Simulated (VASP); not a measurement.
# Co (Fmmm) in VASP: a series of runs

Runs on Co. Level: PBEsol. Tasks: single point, relaxation of cell and atoms.

All numbers are computed with VASP 6.6.1; they aren't measurements. Logs are shortened: lines on timing, memory, paths and dates and some standing lists are left out, and cuts for length are marked.

### Step 1. Starting point

Symmetry: Fmmm, No. 69, orthorhombic system. The conventional cell has a = 3.385 Å, b = 3.419 Å, c = 7.794 Å, α = 90.00°, β = 90.00°, γ = 90.00°. Around Co (site symmetry mm2) lie 9 Co at 2.21 to 2.41 Å.

The cell was built by a generator and needn't be a form met in nature.

### Step 2. Single point, PBEsol, collinear spin, typed start

INCAR reads:

```
SYSTEM = Co
PREC = Accurate
ENCUT = 520
EDIFF = 1E-6
ISMEAR = 0
SIGMA = 0.1
LREAL = .False.
LASPH = .True.
NELM = 150
ALGO = Fast
ISIF = 2
LWAVE = .False.
LCHARG = .True.
ISPIN = 2
MAGMOM = 1.68 1.68 1.68 1.68
LORBIT = 11
LMAXMIX = 4
GGA = PS
LELF = .True.
LVHAR = .True.
NBANDS = 30
```

KPOINTS reads:

```
regular mesh
0
Gamma
  6 6 4
  0 0 0
```

POSCAR reads:

```
Co
1.0
    1.7097194037     -3.8972337836      0.0000000000
    1.7097194037      3.8972337836      0.0000000000
    0.0000000000      0.0000000000      3.3853900622
Co
4
Direct
    0.1417067431      0.8582932569      0.0000094887
    0.6417067431      0.3582932569      0.4999905113
    0.8582932569      0.1417067431      0.9999905113
    0.3582932569      0.6417067431      0.5000094887
```

Potentials or basis: VASP PAW PBE potentials, release 64 (Co).

The run is started by

```sh
cat potpaw_PBE.64/Co/POTCAR > POTCAR
mpirun -np 1 vasp_std > vasp.out
```

OUTCAR:

```text
SYSTEM = Co
   PREC = Accurate
   ENCUT = 520
   EDIFF = 1E-6
   ISMEAR = 0
   LREAL = .False.
   LASPH = .True.
   NELM = 150
   ISIF = 2
   ISPIN = 2
   LORBIT = 11
   GGA = PS

 ion  position               nearest neighbor table
   1  0.142  0.858  0.000-   3 2.21   4 2.39   4 2.39   3 2.40   3 2.40   2 2.41   2 2.41   2 2.41
                             2 2.41
   2  0.642  0.358  0.500-   4 2.21   3 2.39   3 2.39   4 2.40   4 2.40   1 2.41   1 2.41   1 2.41
                             1 2.41
   3  0.858  0.142  1.000-   1 2.21   2 2.39   2 2.39   1 2.40   1 2.40   4 2.41   4 2.41   4 2.41
                             4 2.41
   4  0.358  0.642  0.500-   2 2.21   1 2.39   1 2.39   2 2.40   2 2.40   3 2.41   3 2.41   3 2.41
                             3 2.41

  LATTYP: Found a base centered orthorhombic cell.
 ALAT       =     3.4194388074
 B/A-ratio  =     2.2794581235
 C/A-ratio  =     0.9900425926

  Lattice vectors:

 A1 = (   1.7097194037,  -3.8972337836,   0.0000000000)
 A2 = (   1.7097194037,   3.8972337836,   0.0000000000)
 A3 = (   0.0000000000,   0.0000000000,   3.3853900622)

Analysis of symmetry for initial positions (statically):
=====================================================================
 Subroutine PRICEL returns:
 Original cell was already a primitive cell.

 Routine SETGRP: Setting up the symmetry group for a
 base centered orthorhombic supercell.

 Subroutine GETGRP returns: Found  8 space group operations
 (whereof  4 operations were pure point group operations)
 out of a pool of  8 trial point group operations.

The static configuration has the point symmetry C_2h.
 The point group associated with its full space group is D_2h.

Analysis of symmetry for dynamics (positions and initial velocities):
=====================================================================
 Subroutine PRICEL returns:
 Original cell was already a primitive cell.

 Routine SETGRP: Setting up the symmetry group for a
 base centered orthorhombic supercell.

 Subroutine GETGRP returns: Found  8 space group operations
 (whereof  4 operations were pure point group operations)
 out of a pool of  8 trial point group operations.

The dynamic configuration has the point symmetry C_2h.
 The point group associated with its full space group is D_2h.

Analysis of structural, dynamic, and magnetic symmetry:
=====================================================================
 Subroutine PRICEL returns:
 Original cell was already a primitive cell.

 Routine SETGRP: Setting up the symmetry group for a
 base centered orthorhombic supercell.

 Subroutine GETGRP returns: Found  8 space group operations
 (whereof  4 operations were pure point group operations)
 out of a pool of  8 trial point group operations.

The overall configuration has the point symmetry C_2h.
 The point group associated with its full space group is D_2h.

 Subroutine INISYM returns: Found  8 space group operations
 (whereof  4 operations are pure point group operations),
 and found     1 'primitive' translations

----------------------------------------------------------------------------------------

                                     Primitive cell

  volume of cell :      45.1149

  direct lattice vectors                    reciprocal lattice vectors
     1.709719404 -3.897233784  0.000000000     0.292445649 -0.128296127  0.000000000
     1.709719404  3.897233784  0.000000000     0.292445649  0.128296127  0.000000000
     0.000000000  0.000000000  3.385390062     0.000000000  0.000000000  0.295386937

  length of vectors
     4.255769214  4.255769214  3.385390062     0.319349892  0.319349892  0.295386937

  position of ions in fractional coordinates (direct lattice)
     0.141706743  0.858293257  0.000009489
     0.641706743  0.358293257  0.499990511
     0.858293257  0.141706743  0.999990511
     0.358293257  0.641706743  0.500009489

  ion indices of the primitive-cell ions
   primitive index   ion index
                 1           1
                 2           2
                 3           3
                 4           4

----------------------------------------------------------------------------------------

 KPOINTS: regular mesh

Automatic generation of k-mesh.
 Grid dimensions read from file:
 generate k-points for:    6    6    4

 Generating k-lattice:

  Cartesian coordinates                     Fractional coordinates (reciprocal lattice)
     0.048740941 -0.021382688  0.000000000     0.166666667  0.000000000  0.000000000
     0.048740941  0.021382688  0.000000000     0.000000000  0.166666667  0.000000000
     0.000000000  0.000000000  0.073846734     0.000000000  0.000000000  0.250000000

  Length of vectors
     0.053224982  0.053224982  0.073846734

  Shift w.r.t. Gamma in fractional coordinates (k-lattice)
     0.000000000  0.000000000  0.000000000

 Subroutine IBZKPT returns following result:
 ===========================================

 Found     39 irreducible k-points:

 Following reciprocal coordinates:
            Coordinates               Weight
  0.000000  0.000000  0.000000      1.000000
  0.166667  0.000000  0.000000      4.000000
  0.333333 -0.000000  0.000000      4.000000
  0.500000  0.000000  0.000000      2.000000
  0.166667  0.166667  0.000000      2.000000
  0.333333  0.166667  0.000000      4.000000
[... 16 lines left out ...]
  0.333333  0.333333  0.250000      4.000000
  0.500000  0.333333  0.250000      8.000000
 [... further k-points ...]
   k-points           NKPTS =     39   k-points in BZ     NKDIM =     39   number of bands    NBANDS=     30
   number of dos      NEDOS =    301   number of ions     NIONS =      4
   total plane-waves  NPLWV =  28672
   dimension x,y,z NGX =    32 NGY =   32 NGZ =   28
   dimension x,y,z NGXF=    64 NGYF=   64 NGZF=   56
   ions per type =               4
   NGX,Y,Z   is equivalent  to a cutoff of  12.50, 12.50, 13.75 a.u.
   NGXF,Y,Z  is equivalent  to a cutoff of  25.00, 25.00, 27.50 a.u.
 SYSTEM =  Co
   PREC   = accura    normal or accurate (medium, high low for compatibility)
   ISTART =      0    job   : 0-new  1-cont  2-samecut
   ICHARG =      2    charge: 1-file 2-atom 10-const
   ISPIN  =      2    spin polarized calculation?
   LNONCOLLINEAR =      F non collinear calculations
   LSORBIT =      F    spin-orbit coupling
[... 23 lines left out ...]
     AMIX_MAG =   1.60;   BMIX_MAG =  1.00
  volume/ion in A,a.u.               =      11.28        76.11
  Fermi-wavevector in a.u.,A,eV,Ry     =   1.518456  2.869467 31.371087  2.305710
  Thomas-Fermi vector in A             =   2.627575
   LORBIT       =     11    0 simple, 1 ext, 2 COOP (PROOUT), +10 PAW based schemes
   GGA     = PS    functional components
   LHFCALC =     F    Hartree Fock is set to
   AEXX    =    0.0000 exact exchange contribution
   IVDW    =     0    specifies the selected vdW correction
   LEPSILON=     F    determine dielectric tensor
   LRPA    =     F    only Hartree local field effects (RPA)
 spin polarized calculation
 RMM-DIIS sequential band-by-band and
 Gauss-broadening in eV      SIGMA  =   0.10
  energy-cutoff  :      520.00
  volume of cell :       45.11
 maximum number of plane-waves:      1234
   NGX = 15   NGY = 15   NGZ = 13

 number of electron      36.0000024 magnetization       5.7613189

 Free energy of the ion-electron system (eV)
  ---------------------------------------------------
  ext. energy  EPLUGINS =         0.00000000
  ---------------------------------------------------
  free energy    TOTEN  =       -29.11830243 eV

  energy without entropy =      -29.09522050  energy(sigma->0) =      -29.10676146

 E-fermi :   9.4865     XC(G=0): -13.2603

 val. band max:        9.4782592793   @ k =   0.3333   0.3333   0.2500
 cond. band min:       9.4943773410   @ k =   0.5000   0.3333   0.2500
 fundamental gap:      0.0161180617
 Fermi energy:         9.4864716138

 spin component 1

 k-point     1 :       0.0000    0.0000    0.0000
  band No.  band energies     occupation
      1       0.8135      1.00000
      2       4.5482      1.00000
      3       4.9840      1.00000
      4       5.0004      1.00000
      5       5.2764      1.00000
      6       5.4411      1.00000
[... 22 lines left out ...]
     29      21.3322      0.00000
     30      23.8326      0.00000

 k-point     2 :       0.1667    0.0000    0.0000
  band No.  band energies     occupation
      1       1.2694      1.00000
      2       4.7809      1.00000
      3       5.1532      1.00000
      4       5.1734      1.00000
      5       5.2884      1.00000
      6       5.5379      1.00000
[... 22 lines left out ...]
     29      23.8237      0.00000
     30      24.0154      0.00000

 k-point     3 :       0.3333   -0.0000    0.0000
  band No.  band energies     occupation
      1       2.5427      1.00000
      2       5.1465      1.00000
      3       5.3318      1.00000
      4       5.5558      1.00000
      5       5.5572      1.00000
      6       5.6887      1.00000
[... 682 lines left out ...]
     29      26.0806      0.00000
     30      26.3388      0.00000

 k-point    24 :       0.5000    0.3333    0.2500
  band No.  band energies     occupation
      1       3.4619      1.00000
      2       4.5161      1.00000
      3       5.1110      1.00000
      4       5.1422      1.00000
      5       5.4743      1.00000
      6       5.4749      1.00000
[... 22 lines left out ...]
     29      24.3438      0.00000
     30      24.4703      0.00000

 [... further k-points ...]

 spin component 2

 k-point     1 :       0.0000    0.0000    0.0000
  band No.  band energies     occupation
      1       0.9099      1.00000
      2       5.5845      1.00000
      3       5.8698      1.00000
      4       6.2052      1.00000
      5       6.4388      1.00000
      6       6.5768      1.00000
[... 22 lines left out ...]
     29      21.9796      0.00000
     30      23.9871      0.00000

 k-point     2 :       0.1667    0.0000    0.0000
  band No.  band energies     occupation
      1       1.3677      1.00000
      2       5.8312      1.00000
      3       6.0683      1.00000
      4       6.3453      1.00000
      5       6.3708      1.00000
      6       6.6678      1.00000
[... 22 lines left out ...]
     29      24.1997      0.00000
     30      24.3300      0.00000

 k-point     3 :       0.3333   -0.0000    0.0000
  band No.  band energies     occupation
      1       2.6612      1.00000
      2       5.8728      1.00000
      3       6.3840      1.00000
      4       6.4688      1.00000
      5       6.8001      1.00000
      6       6.8318      1.00000
[... 682 lines left out ...]
     29      26.3998      0.00000
     30      26.6795      0.00000

 k-point    24 :       0.5000    0.3333    0.2500
  band No.  band energies     occupation
      1       3.6483      1.00000
      2       5.0068      1.00000
      3       6.1194      1.00000
      4       6.3005      1.00000
      5       6.4336      1.00000
      6       6.5621      1.00000
[... 22 lines left out ...]
     29      24.7007      0.00000
     30      24.8371      0.00000

 [... further k-points ...]

------------------------ aborting loop because EDIFF is reached ----------------------------------------

  FORCE on cell =-STRESS in cart. coord.  units (eV):
  Direction    XX          YY          ZZ          XY          YZ          ZX
  --------------------------------------------------------------------------------------
  -------------------------------------------------------------------------------------
  Total       -0.1406525     -0.2126256     -0.2196423      0.0000000      0.0000000      0.0000000
  in kB       -4.9950290     -7.5510302     -7.8002146      0.0000000      0.0000000      0.0000000
  external PRESSURE =      -6.7820913 kB  Pullay stress =       0.0000000 kB

 VOLUME and BASIS-vectors are now :
 -----------------------------------------------------------------------------
  energy-cutoff  :      520.00
  volume of cell :       45.11
      direct lattice vectors                 reciprocal lattice vectors
     1.709719404 -3.897233784  0.000000000     0.292445649 -0.128296127  0.000000000
     1.709719404  3.897233784  0.000000000     0.292445649  0.128296127  0.000000000
     0.000000000  0.000000000  3.385390062     0.000000000  0.000000000  0.295386937

 POSITION                                       TOTAL-FORCE (eV/Angst)
 -----------------------------------------------------------------------------------
      1.70972      2.79271      0.00003         0.000000      0.012560     -0.000262
      1.70972     -1.10453      1.69266         0.000000      0.012560      0.000262
      1.70972     -2.79271      3.38536         0.000000     -0.012560      0.000262
      1.70972      1.10453      1.69273         0.000000     -0.012560     -0.000262
 -----------------------------------------------------------------------------------
    total drift:                                0.000000     -0.000000      0.000000

  FREE ENERGIE OF THE ION-ELECTRON SYSTEM (eV)
  ---------------------------------------------------
  free  energy   TOTEN  =       -29.1183024258 eV

  energy  without entropy=      -29.0952205029  energy(sigma->0) =      -29.10676146

 total charge

# of ion       s       p       d       tot
------------------------------------------
    1        0.513   0.509   7.328   8.350
    2        0.513   0.509   7.328   8.350
    3        0.513   0.509   7.328   8.350
    4        0.513   0.509   7.328   8.350
--------------------------------------------------
tot          2.053   2.035  29.312  33.400

 magnetization (x)

# of ion       s       p       d       tot
------------------------------------------
    1       -0.012  -0.031   1.485   1.442
    2       -0.012  -0.031   1.485   1.442
    3       -0.012  -0.031   1.485   1.442
    4       -0.012  -0.031   1.485   1.442
--------------------------------------------------
tot         -0.048  -0.125   5.940   5.766
```

Run time: 52 s. Hardware: 1 thread of Intel Xeon 6975P-C (Granite Rapids), shared host; peak memory 0.23 GiB.

Results:

* Free energy: -29.1183 eV
* Pressure: -0.7 GPa
* Largest force: 0.013 eV/Å
* Band gap on the k mesh: none (metal or under the smearing width)
* Net moment: 5.76 μB per cell
* Site moments: Co +1.44 μB
* Valence electrons inside the program's atomic spheres: Co 8.35

Forces in eV/Å, atoms in the order of the input:
```
Co   0.000  0.013  0.000
Co   0.000  0.013  0.000
Co   0.000 -0.013  0.000
Co   0.000 -0.013  0.000
```

Caveat: the k mesh is coarse (spacing up to 0.46 Å⁻¹), so the values aren't converged; the PAW data sets were made with another functional, which shifts forces and pressure a little.

### Step 3. Relaxation of cell and atoms, PBEsol, collinear spin, typed start

This run uses another cell than the first one, of 11.42 Å³/atom, 1.013 times its volume.

INCAR reads:

```
SYSTEM = Co
  PREC = Accurate
  ENCUT = 600
  EDIFF = 1E-6
  ISMEAR = 0
  SIGMA = 0.1
  LREAL = .FALSE.
  LASPH = .TRUE.
  NELM = 150
  ALGO = Normal
  ISIF = 3
  LWAVE = .FALSE.
  LCHARG = .FALSE.
  ISPIN = 2
  MAGMOM = 1.68 1.68 1.68 1.68
  LORBIT = 11
  LMAXMIX = 4
  GGA = PS
  IBRION = 2
  NSW = 90
  EDIFFG = -0.04
```

KPOINTS reads:

```
Automatic mesh
0
G
  6 6 4
  0 0 0
```

POSCAR reads:

```
Co
1.0
    1.8880756888     -3.1999381528      0.0000000000
    1.8880756888      3.1999381528      0.0000000000
    0.0000000000      0.0000000000      3.7811743028
Co
4
Direct
    0.1525000000      0.8475000000      0.0785000000
    0.6525000000      0.3475000000      0.4215000000
    0.8475000000      0.1525000000      0.9215000000
    0.3475000000      0.6525000000      0.5785000000
```

Potentials or basis: VASP PAW PBE potentials, release 64 (Co).

The run is started by

```sh
cat potpaw_PBE.64/Co/POTCAR > POTCAR
mpirun -np 1 vasp_std > vasp.out
```

It took 16 min on 1 thread of Intel Xeon 6975P-C (Granite Rapids), shared host; peak memory 0.26 GiB.

It converged, with:

| Quantity | Value |
| --- | --- |
| Free energy | -29.1150 eV |
| Relaxed volume | 11.25 Å³/atom |
| Relaxed cell | a = 4.281 Å, b = 4.281 Å, c = 3.302 Å, α = 90.00°, β = 90.00°, γ = 131.98° |
| Space group after relaxing (to 0.05 Å) | Fmmm (No. 69) |
| Energy gained by relaxing | 343.4 meV/atom |
| Ionic steps | 27 |
| Pressure after relaxing | 0.0 GPa |
| Largest force after relaxing | 0.031 eV/Å |
| Band gap on the k mesh | none (metal or under the smearing width) |
| Net moment | 5.88 μB per cell |
| Site moments | Co +1.47 μB |
| Valence electrons inside the program's atomic spheres | Co 8.35 |

Forces in eV/Å, atoms in the order of the input:
```
Co   0.000  0.008 -0.031
Co   0.000  0.008  0.031
Co   0.000 -0.008  0.031
Co   0.000 -0.008 -0.031
```

Stress tensor (GPa, compression positive):
```
-0.04  0.00  0.00
 0.00 -0.47  0.00
 0.00  0.00  0.52
```

The path:
```csv
step,energy change (eV),largest force (eV/Å),pressure (GPa),volume (Å³)
1,0.0000,0.6631,17.55,45.69
2,-0.1847,0.3185,-10.93,54.42
3,-0.3168,0.2953,-2.16,50.62
4,-0.3170,0.2937,-1.85,50.51
5,-0.3815,0.5424,-0.34,50.09
6,-0.4977,1.5891,5.19,48.65
7,-0.4949,2.0269,8.16,48.01
8,-0.5019,2.0453,8.17,47.99
9,-0.5223,2.0967,8.13,47.95
10,-0.5586,2.1811,8.03,47.84
11,-0.6106,2.2807,7.80,47.59
12,-0.6001,2.2158,8.42,46.91
13,-0.6257,2.2938,8.12,47.28
14,-0.7046,2.1038,5.88,47.52
15,-0.8853,1.5510,-0.33,48.23
16,-1.0257,0.7031,-10.16,49.66
17,-1.1138,0.6451,-8.96,48.88
18,-1.3018,0.3495,-4.13,46.59
19,-1.0107,1.9099,14.63,42.21
20,-1.3314,0.3373,-1.75,45.73
21,-1.3363,0.4165,-0.01,45.18
22,-1.3365,0.3957,-0.32,45.28
23,-1.3463,0.3527,-0.09,45.13
24,-1.3658,0.1821,1.33,44.68
25,-1.3428,0.3118,5.31,43.79
26,-1.3684,0.0968,2.08,44.48
27,-1.3734,0.0315,0.00,44.98
```

Final structure:
```
Co
1.0
     1.74197   -3.91070    0.00000
     1.74197    3.91070    0.00000
     0.00000    0.00000    3.30161
Co
4
Cartesian
  1.7420 2.8060 0.0035
  1.7420 -1.1047 1.6473
  1.7420 -2.8060 3.2982
  1.7420 1.1047 1.6543
```

Levels at points of the mesh, in eV from the Fermi level:
Spin up:
| k point | band 19 | band 20 | band 21 | band 22 | band 23 | band 24 |
| --- | --- | --- | --- | --- | --- | --- |
| (0.00, 0.00, 0.00) | -0.07 | 0.06 | 0.17 | 1.04 | 4.43 | 6.61 |
| (0.50, 0.00, 0.00) | -0.68 | -0.68 | -0.53 | -0.53 | 3.06 | 3.06 |
| (0.50, 0.50, 0.00) | -0.18 | -0.07 | 0.11 | 0.12 | 3.03 | 7.92 |
| (0.00, 0.00, 0.50) | -1.17 | -1.17 | -0.89 | -0.89 | 6.65 | 6.65 |
| (0.50, 0.00, 0.50) | -0.55 | -0.55 | 0.99 | 0.99 | 2.67 | 2.67 |
| (0.50, 0.50, 0.50) | -0.45 | -0.45 | 0.72 | 0.72 | 0.99 | 0.99 |
Spin down:
| k point | band 13 | band 14 | band 15 | band 16 | band 17 | band 18 |
| --- | --- | --- | --- | --- | --- | --- |
| (0.00, 0.00, 0.00) | 0.08 | 0.44 | 0.51 | 0.71 | 1.12 | 1.23 |
| (0.50, 0.00, 0.00) | -0.51 | -0.51 | -0.29 | -0.29 | 0.13 | 0.13 |
| (0.50, 0.50, 0.00) | -0.71 | 0.37 | 0.85 | 1.00 | 1.22 | 1.44 |
| (0.00, 0.00, 0.50) | -0.15 | -0.15 | -0.02 | -0.02 | 0.01 | 0.01 |
| (0.50, 0.00, 0.50) | -0.51 | -0.51 | -0.25 | -0.25 | 0.68 | 0.68 |
| (0.50, 0.50, 0.50) | -0.46 | -0.46 | -0.40 | -0.40 | 0.49 | 0.49 |

Caveat: the k mesh is coarse (spacing up to 0.42 Å⁻¹), so the values aren't converged; the PAW data sets were made with another functional, which shifts forces and pressure a little.
